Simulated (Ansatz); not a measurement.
# SnTe (Pm-3m) in Ansatz: further runs

One crystal, SnTe, is run at these levels: PBE, LDA, RPBE, BLYP+D3(BJ); tasks: single point, atomic charges.

All numbers are computed with Ansatz 0.2.0; they aren't measurements. Logs are shortened: lines on timing, memory, paths and dates and some standing lists are left out, and cuts for length are marked.

### Step 1. The structure

The structure is cubic, space group Pm-3m (No. 221). Conventional cell: a = 3.905 Å, b = 3.905 Å, c = 3.905 Å, α = 90.00°, β = 90.00°, γ = 90.00°. Te (site symmetry m-3m) is surrounded by 8 Sn at 3.38 Å. Around Sn (site symmetry m-3m) lie 8 Te at 3.38 Å.

Measurements of this composition are mostly on another form, of space group No. 225.

### Step 2. Single point, PBE

Input file input.yaml:

```yaml
crystal:
  lattice:
    - [3.9047, 0.0, 0.0]
    - [0.0, 3.9047, 0.0]
    - [0.0, 0.0, 3.9047]
  atoms:
    - { symbol: Te, position: [0.5, 0.5, 0.5] }
    - { symbol: Sn, position: [0.0, 0.0, 0.0] }
kpoints:
  mp_grid: { grid: [7, 7, 7] }
scf:
  occupations: { method: gaussian, width: 0.05 }
hamiltonian:
  xc: pbe
  pseudopotentials: { kind: all_electron, lapw: { basis_error: 0.001 } }
output:
  forces: true
  stress: true
  eigenvalues: true
```

Potentials or basis: all-electron LAPW, scalar-relativistic.

Command:

```console
$ ansatz run input.yaml --threads 1 --pin off --max-ram 3072MiB --backend cpu --events-out ev --progress --plain --runs-dir out
```

Log:

```text
Warning: RAYON_NUM_THREADS=1 ignored (pool sized by the plan → 1); use --threads N
LAPW: plane waves up to 6.317 Å⁻¹, error target 1.0e-3 eV per atom; small_component_spin mean_spin; Sn in spheres of 1.714 Å, 22 of its electrons in bands, Dirac shells []; Te in spheres of 1.668 Å, 24 of its electrons in bands, Dirac shells [] (how accurate: hamiltonian.pseudopotentials.lapw.basis_error, Limitations)
Engine: ansatz 0.2.0, aarch64-unknown-linux-gnu
Pseudopotentials: kind: all_electron
Pseudopotential: Te, LAPW, valence charge 24, lapw/all_electron/scalar/gaussian/Te, Koelling and Harmon's equation, gaussian nucleus
Pseudopotential: Sn, LAPW, valence charge 22, lapw/all_electron/scalar/gaussian/Sn, Koelling and Harmon's equation, gaussian nucleus
Functional definition: PBE
  parameter kappa = 0.804
  parameter beta = 0.06672455060314922
  exchange = pbe_x(kappa = kappa, mu = beta*pi^2/3)
  correlation = pbe_c(beta = beta)
Crystal: 2 atoms, lattice volume = 59.534 Å³
Basis set: ecut = 152.04445919657962 eV, 251 PW (Γ), exchange–correlation at level 2
Bands: 28, of which v1, the nominal top of the filled ones, is band 23 counted from 1 (22 counted from 0)
Symmetry: 48 space group operations
Space group: Pm-3m (ITA 221), of the structure as read, at distance tolerance 3.9e-5 Å
k-points: 20 of 343
Non-local potential: Te, projectors of the file, none
Non-local potential: Sn, projectors of the file, none
Initial density: superposition of atomic densities (chi_scale 0.1, normalization cell, long waves kept (reshape's long-wave potential 0.00 eV rms))
Initial wavefunctions: plane waves of lowest kinetic energy (no species holds an atomic orbital)
Functional: x = pbe(κ = 0.804, μ = 0.2195149727645171), c = pbe(β = 0.06672455060314922)
iter 1 solved again at ethr=6.91e-4 eV; its pass at ethr=1.00e-1 eV (dr2=3.18e-1 eV) is discarded
SCF iter   1: F=—  HF=-352973.969323 eV  |F-HF|=—  |Δ(HF+E_count)|=         —  Δρ=1.38e-2  dr2=3.18e-1  ethr=6.91e-4  ⟨swp⟩=2.5  Hψ=3549  notcnv=0
preconditioner: auto → Kerker (q_TF=auto, 2.614 Å⁻¹)  [metal: Δε(μ)=0.008 eV  Ē_g=17.496 eV  σ=0.050 eV  W_gap=0.09  n_scr=18 (ndim 8)  ℏωp=21.5 eV  f_vac=0.000  D(μ)=4.73/eV (n_scr^D=56)]
SCF iter   2: F=—  HF=-352973.885069 eV  |F-HF|=—  |Δ(HF+E_count)|=   8.43e-2  Δρ=5.78e-3  dr2=5.13e-2  ethr=6.91e-4  ⟨swp⟩=2.0  Hψ=1760  notcnv=0
SCF iter   3: F=—  HF=-352973.882319 eV  |F-HF|=—  |Δ(HF+E_count)|=   2.75e-3  Δρ=4.19e-3  dr2=2.99e-2  ethr=1.11e-4  ⟨swp⟩=2.0  Hψ=1664  notcnv=0
iter 4 solved again at ethr=1.07e-6 eV; its pass at ethr=6.50e-5 eV (dr2=4.91e-4 eV) is discarded
SCF iter   4: F=—  HF=-352973.882586 eV  |F-HF|=—  |Δ(HF+E_count)|=   2.67e-4  Δρ=1.08e-3  dr2=4.91e-4  ethr=1.07e-6  ⟨swp⟩=2.0  Hψ=2806  notcnv=0
SCF iter   5: F=—  HF=-352973.882685 eV  |F-HF|=—  |Δ(HF+E_count)|=   9.91e-5  Δρ=7.67e-4  dr2=1.18e-3  ethr=1.07e-6  ⟨swp⟩=3.0  Hψ=1744  notcnv=0
SCF iter   6: F=—  HF=-352973.882456 eV  |F-HF|=—  |Δ(HF+E_count)|=   2.29e-4  Δρ=3.20e-4  dr2=1.88e-4  ethr=1.07e-6  ⟨swp⟩=2.0  Hψ=1663  notcnv=0
SCF iter   7: F=—  HF=-352973.882400 eV  |F-HF|=—  |Δ(HF+E_count)|=   5.63e-5  Δρ=1.29e-4  dr2=9.83e-6  ethr=4.09e-7  ⟨swp⟩=2.0  Hψ=1663  notcnv=0
SCF iter   8: F=—  HF=-352973.882404 eV  |F-HF|=—  |Δ(HF+E_count)|=   4.27e-6  Δρ=4.55e-5  dr2=3.46e-6  ethr=2.14e-8  ⟨swp⟩=2.1  Hψ=1667  notcnv=0
SCF iter   9: F=—  HF=-352973.882404 eV  |F-HF|=—  |Δ(HF+E_count)|=   4.40e-7  Δρ=1.66e-5  dr2=4.09e-7  ethr=7.53e-9  ⟨swp⟩=2.0  Hψ=1663  notcnv=0
SCF iter  10: F=-352973.882404 eV  HF=-352973.882404 eV  |F-HF|=4.11e-8  |Δ(HF+E_count)|=   3.47e-8  Δρ=5.55e-6  dr2=4.74e-8  ethr=8.89e-10  ⟨swp⟩=2.0  Hψ=1663  notcnv=0
SCF 1 converged in 10 iterations: F = -352973.882404 eV  dr2 = 4.74e-8
SCF converged after 10 iterations
Free energy (F): -352973.882404 eV
Harris-Foulkes:  -352973.882404 eV  (|F-HF|=4.11e-8)
Internal energy: -352973.877478 eV  (E = F + TS)
E sigma→0 (E₀):  -352973.879941 eV
Entropy (-TS):   -0.004926 eV (-2.463 meV/atom)
Fermi energy:    12.332994 eV
--- Per-component energies (eV) ---
  E_band       = -1806.318453
  E_kinetic    = 372037.217594
  E_xc         = -9287.934162
  E_electrostatic = -715723.160910  (all electrons and nuclei)
  E_smearing   = -0.004926  (= −TS)
  E_closure    = 0.000000  (closes the sum)
  E_atoms      = -352966.846133  (free atoms, spherical and without spin; not in F)
  Σ components = -352973.882404   (vs F -352973.882404, Δ=0.00e0)
  Basis errors (estimates in eV, not in F): energy 2.6e-4 per atom: plane waves 2.5e-4 (1.3e-4 summed), levels above the bands 0.0e0, relativity 2.4e-8, radial functions 8.9e-6, core shells 4.1e-11; eigenvalues (radial functions only) 8.1e-6; not estimated: angular momenta, meshes, grids; target (lapw.basis_error) 1.0e-3; muffin-tin radii Sn 1.714 Å, Te 1.668 Å
--- Forces (eV/Å), atoms counted from 1 ---
  atom   1  Te     0.00000000    -0.00000000     0.00000000
  atom   2  Sn    -0.00000000     0.00000000    -0.00000000
  max |Σ_I F_I| component: 2.96e-31 eV/Å
--- Stress (GPa, compression-positive) ---
       -1.091384       0.000000      -0.000000
        0.000000      -1.091384       0.000000
       -0.000000       0.000000      -1.091384
  P = ⅓ Tr σ = -1.0914 GPa (-10.914 kbar)
--- Band table (eV; the first three rows and the last of 20) ---
  k-point 0: bands = ["-146.8986", "-117.1773", "-96.9360", "-96.9360", "-96.9360", "-72.9608", "-72.9608", "-72.9608", "-24.2632", "-24.2632", "-24.2582", "-24.2582", "-24.2582", "-9.1908", "-9.1908", "-9.1539", "-9.1539", "-9.1539", "0.0559", "7.0859", "10.6525", "10.6525", "10.6525", "15.9906", "15.9906", "17.7464", "17.7464", "17.7464"]
  k-point 1: bands = ["-146.8986", "-117.1773", "-96.9361", "-96.9360", "-96.9360", "-72.9608", "-72.9608", "-72.9608", "-24.2632", "-24.2622", "-24.2584", "-24.2584", "-24.2581", "-9.1906", "-9.1848", "-9.1559", "-9.1559", "-9.1538", "0.2124", "6.5691", "10.6483", "10.8362", "10.8362", "16.1653", "16.4314", "17.1810", "17.1810", "17.4568"]
  k-point 2: bands = ["-146.8986", "-117.1773", "-96.9361", "-96.9360", "-96.9360", "-72.9608", "-72.9608", "-72.9608", "-24.2631", "-24.2600", "-24.2589", "-24.2589", "-24.2581", "-9.1901", "-9.1711", "-9.1605", "-9.1605", "-9.1535", "0.6406", "5.4136", "11.0099", "11.3486", "11.3486", "14.8473", "15.9250", "15.9250", "16.6860", "19.8806"]
  k-point 19: bands = ["-146.8986", "-117.1773", "-96.9361", "-96.9361", "-96.9361", "-72.9609", "-72.9609", "-72.9609", "-24.2606", "-24.2606", "-24.2606", "-24.2554", "-24.2554", "-9.1750", "-9.1747", "-9.1747", "-9.1423", "-9.1423", "2.4204", "6.8871", "9.1977", "9.3696", "9.3696", "11.5376", "11.5376", "12.3707", "24.4680", "25.2703"]
```

Wall time 5.3 s (1 thread of Arm Neoverse V1, shared host); peak memory 0.26 GiB.

Results:

```
Free energy            : -352973.8824 eV
Pressure               : -1.1 GPa
Band gap on the k mesh : none (metal or under the smearing width)
```

Levels at points of the mesh, in eV from the Fermi level:
```csv
k point,band 21,band 22,band 23,band 24,band 25,band 26
"(0.00, 0.00, 0.00)",-1.68,-1.68,-1.68,3.66,3.66,5.41
```

Spin-orbit coupling is left out, which matters for the levels of Te.

### Step 3. Single point, LDA

input.yaml: that of step 2 with these lines changed.

```diff
@@ -11,5 +11,5 @@
 scf:
-  occupations: { method: gaussian, width: 0.05 }
+  occupations: { method: gaussian, width: 0.1 }
 hamiltonian:
-  xc: pbe
+  xc: lda
   pseudopotentials: { kind: all_electron, lapw: { basis_error: 0.001 } }
```

Potentials or basis: all-electron LAPW, scalar-relativistic.

Command:

```console
$ ansatz run input.yaml --threads 1 --pin off --max-ram 3072MiB --backend cpu --events-out ev --progress --plain --runs-dir out
```

It took 4.8 s on 1 thread of Arm Neoverse V1, shared host; peak memory 0.25 GiB.

The run converged. Its results:

| Item | Value |
| --- | --- |
| Free energy | -352676.7440 eV |
| Pressure | -4.8 GPa |
| Band gap on the k mesh | none (metal or under the smearing width) |

Levels at points of the mesh, in eV from the Fermi level:
| k point | band 20 | band 21 | band 22 | band 23 | band 24 | band 25 | band 26 | band 27 |
| --- | --- | --- | --- | --- | --- | --- | --- | --- |
| (0.00, 0.00, 0.00) | -5.41 | -1.68 | -1.68 | -1.68 | 3.72 | 3.72 | 5.30 | 5.30 |

Spin-orbit coupling is left out, which matters for the levels of Te.

### Step 4. Single point, RPBE

input.yaml: that of step 3 with these lines changed.

```diff
@@ -11,5 +11,5 @@
 scf:
-  occupations: { method: gaussian, width: 0.1 }
+  occupations: { method: gaussian, width: 0.05 }
 hamiltonian:
-  xc: lda
+  xc: rpbe
   pseudopotentials: { kind: all_electron, lapw: { basis_error: 0.001 } }
```

Potentials or basis: all-electron LAPW, scalar-relativistic.

Command:

```console
$ ansatz run input.yaml --threads 1 --pin off --max-ram 3072MiB --backend cpu --events-out ev --progress --plain --runs-dir out
```

Log:

```text
Warning: RAYON_NUM_THREADS=1 ignored (pool sized by the plan → 1); use --threads N
LAPW: plane waves up to 6.314 Å⁻¹, error target 1.0e-3 eV per atom; small_component_spin mean_spin; Sn in spheres of 1.714 Å, 22 of its electrons in bands, Dirac shells []; Te in spheres of 1.668 Å, 24 of its electrons in bands, Dirac shells [] (how accurate: hamiltonian.pseudopotentials.lapw.basis_error, Limitations)
Engine: ansatz 0.2.0, aarch64-unknown-linux-gnu
Pseudopotentials: kind: all_electron
Pseudopotential: Te, LAPW, valence charge 24, lapw/all_electron/scalar/gaussian/Te, Koelling and Harmon's equation, gaussian nucleus
Pseudopotential: Sn, LAPW, valence charge 22, lapw/all_electron/scalar/gaussian/Sn, Koelling and Harmon's equation, gaussian nucleus
Functional definition: RPBE
  parameter kappa = 0.804
  parameter beta = 0.06672455060314922
  exchange = rpbe_x(kappa = kappa, mu = beta*pi^2/3)
  correlation = pbe_c(beta = beta)
Crystal: 2 atoms, lattice volume = 59.534 Å³
Basis set: ecut = 151.88780864171042 eV, 251 PW (Γ), exchange–correlation at level 2
Bands: 28, of which v1, the nominal top of the filled ones, is band 23 counted from 1 (22 counted from 0)
Symmetry: 48 space group operations
Space group: Pm-3m (ITA 221), of the structure as read, at distance tolerance 3.9e-5 Å
[... 27 lines left out ...]
--- Per-component energies (eV) ---
  E_band       = -1803.928254
  E_kinetic    = 372059.785069
  E_xc         = -9305.781234
  E_electrostatic = -715745.284187  (all electrons and nuclei)
  E_smearing   = -0.005295  (= −TS)
  E_closure    = 0.000000  (closes the sum)
  E_atoms      = -352984.982987  (free atoms, spherical and without spin; not in F)
  Σ components = -352991.285647   (vs F -352991.285647, Δ=0.00e0)
  Basis errors (estimates in eV, not in F): energy 2.8e-4 per atom: plane waves 2.7e-4 (1.4e-4 summed), levels above the bands 0.0e0, relativity 4.1e-8, radial functions 1.4e-5, core shells 4.1e-11; eigenvalues (radial functions only) 8.2e-6; not estimated: angular momenta, meshes, grids; target (lapw.basis_error) 1.0e-3; muffin-tin radii Sn 1.714 Å, Te 1.668 Å
--- Forces (eV/Å), atoms counted from 1 ---
  atom   1  Te     0.00000000    -0.00000000    -0.00000000
  atom   2  Sn    -0.00000000     0.00000000     0.00000000
  max |Σ_I F_I| component: 1.77e-30 eV/Å
--- Stress (GPa, compression-positive) ---
        0.283591       0.000000       0.000000
        0.000000       0.283591       0.000000
        0.000000       0.000000       0.283591
  P = ⅓ Tr σ = 0.2836 GPa (2.836 kbar)
--- Band table (eV; the first three rows and the last of 20) ---
  k-point 0: bands = ["-146.8825", "-117.1888", "-96.8985", "-96.8985", "-96.8985", "-72.9612", "-72.9612", "-72.9612", "-24.1934", "-24.1934", "-24.1879", "-24.1879", "-24.1879", "-9.1667", "-9.1667", "-9.1290", "-9.1290", "-9.1290", "0.1823", "7.2488", "10.7596", "10.7596", "10.7596", "16.0853", "16.0853", "17.8944", "17.8944", "17.8944"]
  k-point 1: bands = ["-146.8825", "-117.1888", "-96.8985", "-96.8985", "-96.8985", "-72.9612", "-72.9612", "-72.9612", "-24.1933", "-24.1924", "-24.1882", "-24.1882", "-24.1879", "-9.1665", "-9.1607", "-9.1310", "-9.1310", "-9.1289", "0.3392", "6.7222", "10.7638", "10.9431", "10.9431", "16.2601", "16.5568", "17.3217", "17.3217", "17.5736"]
  k-point 2: bands = ["-146.8825", "-117.1888", "-96.8985", "-96.8985", "-96.8985", "-72.9613", "-72.9612", "-72.9612", "-24.1933", "-24.1901", "-24.1887", "-24.1887", "-24.1879", "-9.1660", "-9.1473", "-9.1355", "-9.1355", "-9.1286", "0.7685", "5.5527", "11.1373", "11.4549", "11.4549", "14.9869", "16.0556", "16.0556", "16.7812", "19.9840"]
  k-point 19: bands = ["-146.8825", "-117.1888", "-96.8985", "-96.8985", "-96.8985", "-72.9613", "-72.9613", "-72.9613", "-24.1903", "-24.1903", "-24.1903", "-24.1856", "-24.1856", "-9.1498", "-9.1494", "-9.1494", "-9.1188", "-9.1188", "2.5595", "7.0396", "9.3058", "9.4715", "9.4715", "11.6536", "11.6536", "12.4882", "24.5896", "25.3892"]
```

It took 5.5 s on 1 thread of Arm Neoverse V1, shared host; peak memory 0.26 GiB.

What came out:

| Quantity | Value |
| --- | --- |
| Free energy | -352991.2856 eV |
| Pressure | 0.3 GPa |
| Band gap on the k mesh | none (metal or under the smearing width) |

The run has no spin-orbit coupling, so splittings on Te are missing.

### Step 5. Atomic charges, BLYP+D3(BJ), spin-orbit coupling, no magnetisation

input.yaml: that of step 4 with these lines changed.

```diff
@@ -9,3 +9,3 @@
 kpoints:
-  mp_grid: { grid: [7, 7, 7] }
+  mp_grid: { grid: [5, 5, 5] }
 scf:
@@ -13,4 +13,8 @@
 hamiltonian:
-  xc: rpbe
+  xc: blyp
+  dispersion: d3bj
   pseudopotentials: { kind: all_electron, lapw: { basis_error: 0.001 } }
+magnetization:
+  noncollinear: true
+  spin_orbit: true
 output:
@@ -19 +23,2 @@
   eigenvalues: true
+  populations: true
```

Potentials or basis: all-electron LAPW, relativistic spinors.

Command:

```console
$ ansatz run input.yaml --threads 1 --pin off --max-ram 3072MiB --backend cpu --events-out ev --progress --plain --runs-dir out
```

Log:

```text
Warning: RAYON_NUM_THREADS=1 ignored (pool sized by the plan → 1); use --threads N
Te: projections on atomic orbitals take those of the free atom 1s2 2s2 2p6 3s2 3p6 3d10 4s2 4p6 4d10 5s2 5p4, of charge +0.00 (hamiltonian.pseudopotentials.projection_atoms)
Sn: projections on atomic orbitals take those of the free atom 1s2 2s2 2p6 3s2 3p6 3d10 4s2 4p6 4d10 5s2 5p2, of charge +0.00 (hamiltonian.pseudopotentials.projection_atoms)
LAPW: plane waves up to 6.323 Å⁻¹, error target 1.0e-3 eV per atom; Dirac's equation on spinors; Sn in spheres of 1.714 Å, 22 of its electrons in bands; Te in spheres of 1.668 Å, 24 of its electrons in bands (how accurate: hamiltonian.pseudopotentials.lapw.basis_error, Limitations)
Engine: ansatz 0.2.0, aarch64-unknown-linux-gnu
[... 72 lines left out ...]
  k-point 2: bands = ["-146.0471", "-146.0471", "-116.7136", "-116.7136", "-102.9161", "-102.9161", "-93.1755", "-93.1755", "-93.1754", "-93.1754", "-77.8003", "-77.8003", "-70.2015", "-70.2015", "-70.2014", "-70.2014", "-24.4241", "-24.4241", "-24.4228", "-24.4228", "-22.9586", "-22.9586", "-22.9567", "-22.9567", "-22.9558", "-22.9558", "-9.4237", "-9.4237", "-9.4170", "-9.4170", "-8.3904", "-8.3904", "-8.3753", "-8.3753", "-8.3728", "-8.3728", "1.4956", "1.4956", "4.9300", "4.9300", "11.7033", "11.7033", "12.3337", "12.3337", "12.5942", "12.5942", "13.8476", "13.8476", "15.1250", "15.1250", "15.5411", "15.5411", "18.1224", "18.1224", "20.0674", "20.0674"]
  k-point 9: bands = ["-146.0471", "-146.0471", "-116.7136", "-116.7136", "-102.9161", "-102.9161", "-93.1755", "-93.1755", "-93.1755", "-93.1755", "-77.8003", "-77.8003", "-70.2015", "-70.2015", "-70.2015", "-70.2015", "-24.4225", "-24.4225", "-24.4225", "-24.4225", "-22.9585", "-22.9585", "-22.9546", "-22.9546", "-22.9546", "-22.9546", "-9.4163", "-9.4163", "-9.4163", "-9.4163", "-8.3878", "-8.3878", "-8.3688", "-8.3688", "-8.3684", "-8.3684", "2.7269", "2.7269", "6.8446", "6.8446", "9.4536", "9.4536", "9.8667", "9.8667", "10.0272", "10.0272", "12.2338", "12.2338", "12.5540", "12.5540", "13.6635", "13.6635", "23.9016", "23.9016", "25.0062", "25.0062"]
--- Löwdin populations: 2 sites ---
  site symbol       q [e]
     0     Te     52.0550
     1     Sn     49.8604
  spilling = 0.000829 (of n_electrons = 102.000000)
```

It took 26 s on 1 thread of Arm Neoverse V1, shared host; peak memory 0.35 GiB.

Results:

```yaml
Free_energy: -353121.9313 eV
Pressure: -0.5 GPa
Band_gap_on_the_k_mesh: none (metal or under the smearing width)
```

Caveat: the k mesh is thin for a metal, which can move the energy by tens of meV per atom; pairwise dispersion overbinds metals, which lowers pressure and volume.

### Step 6. Overview

| task | level | potentials or basis | spin | k mesh | smearing | gap on the mesh (eV) | pressure (GPa) |
| --- | --- | --- | --- | --- | --- | --- | --- |
| single point | PBE | all-electron LAPW, scalar-relativistic | off | 7 × 7 × 7 | gaussian 0.05 eV | none | -1.1 |
| single point | LDA | all-electron LAPW, scalar-relativistic | off | 7 × 7 × 7 | gaussian 0.1 eV | none | -4.8 |
| single point | RPBE | all-electron LAPW, scalar-relativistic | off | 7 × 7 × 7 | gaussian 0.05 eV | none | 0.3 |
| atomic charges | BLYP+D3(BJ) | all-electron LAPW, relativistic spinors | SOC, no magnetisation | 5 × 5 × 5 | gaussian 0.05 eV | none | -0.5 |

Alike in all rows: cell as given; cutoff (eV) 152; basis error allowed 0.001 eV/atom.

Caveats: the k mesh is thin for a metal, which can move the energy by tens of meV per atom (some runs); pairwise dispersion overbinds metals, which lowers pressure and volume (some runs).

Compare energies only between runs with the same functional and basis.
